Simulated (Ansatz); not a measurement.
## O-17 NMR of the central transition in HfO2

Cell: a computed structure from the Materials Project (it need not be an observed phase), atoms as given.

Space group P2_12_12 (No. 18); a = 5.0803, b = 5.1649, c = 4.8909 Å.

| site | Wyckoff | site symmetry | x | y | z |
| --- | --- | --- | --- | --- | --- |
| Hf | 4c | 1 | 0.2774 | 0.2818 | 0.7279 |
| O5 | 2a | ..2 | 0.5000 | 0.5000 | 0.4244 |
| O7 | 2b | ..2 | 0.5000 | 0.0000 | 0.5109 |
| O9 | 4c | 1 | 0.3132 | 0.6636 | 0.8955 |

One atom of each set is listed.

Method: Kohn–Sham DFT in Ansatz, PBE, plane waves and PAW (field gradients read without the response of the frozen cores, which leaves them typically 4 to 6 % off), scalar-relativistic, 420 eV cutoff, Γ-centred 4×4×4 k-points, Fermi–Dirac smearing 0.02 eV.

O-17 has I = 5/2 and Q = -25.58 mb (Pyykkö 2018); at 7.05 T its Larmor frequency is ν₀ = 40.7 MHz. Only the quadrupole interaction is simulated: positions count from each site's isotropic chemical shift, and J coupling is left out, as are shift anisotropy and dipolar coupling, which fast spinning averages.

Simulated pattern of one O site (fast magic-angle spinning, Gaussian broadening 0.04 kHz):

```csv
offset (kHz),height
-0.8795,0
-0.8559,1
-0.8323,4
-0.8087,8
-0.7851,9
-0.7615,9
-0.7379,11
-0.7143,17
-0.6907,22
-0.6671,25
-0.6434,26
-0.6198,27
-0.5962,28
-0.5726,30
-0.5490,32
-0.5254,35
-0.5018,39
-0.4782,52
-0.4546,85
-0.4310,100
-0.4074,86
-0.3838,77
-0.3601,77
-0.3365,83
-0.3129,91
-0.2893,83
-0.2657,68
-0.2421,59
-0.2185,54
-0.1949,50
-0.1713,46
-0.1477,44
-0.1241,41
-0.1004,39
-0.0768,38
-0.0532,36
-0.0296,29
-0.0060,13
0.0176,2
0.0412,0
```

Question: Which |C_Q| and η does the pattern imply?

Answer: The pattern spans 0.821 kHz before broadening and its centre of gravity is at -0.356 kHz, which fixes P_Q; the places of the horns and steps fix η. That gives P_Q = 1.55 MHz, |C_Q| = 1.45 MHz and η = 0.67, the values that the calculation gives site O5 (4 Hf at 2.16–2.18 Å). The other sites have |C_Q| = 0.719, 3.19 MHz. The sign of C_Q can't be read from the pattern.

At this cell the PBE pressure is 10 GPa, so with PBE the cell would grow if it were relaxed. The entry's cell may itself be off. Without spin–orbit coupling the gradients at and beside Hf can be off by some per cent, at some sites by more.
